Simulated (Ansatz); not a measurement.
YN: what relativity and spin–orbit coupling change

```
Y N
1.0
     0.00000    2.43850    2.43850
     2.43850    0.00000    2.43850
     2.43850    2.43850    0.00000
Y N
1 1
Direct
  0.00000 0.00000 0.00000
  0.50000 0.50000 0.50000
```

Atoms are numbered in the order listed.

The cell is COD entry 9008768, as deposited and not checked against the literature; nothing was relaxed.

One fixed cell is solved with PBE by PAW with the default files in Ansatz 0.2.0 under different relativistic treatments. Pressure is positive in compression.

Settings: a Γ-centred 11×11×11 k mesh, Fermi–Dirac smearing of 0.03 eV, cutoff 420 eV, no spin polarisation.

Gaps under 0.4 eV may close at points that the mesh misses.

```csv
setting,P (GPa),gap over the k mesh and a high-symmetry path (eV),"lowest level at Γ above −25 eV, from the valence-band top or, without a gap, the Fermi level (eV)"
scalar-relativistic,2.93,0.18,?
with spin–orbit coupling,2.93,0.16,?
```

Question: Give the missing entry: row "scalar-relativistic", column "lowest level at Γ above −25 eV, from the valence-band top or, without a gap, the Fermi level (eV)".

Answer: -20.41.

Question: What belongs in the row "with spin–orbit coupling", column "lowest level at Γ above −25 eV, from the valence-band top or, without a gap, the Fermi level (eV)"?

Answer: -21.43.
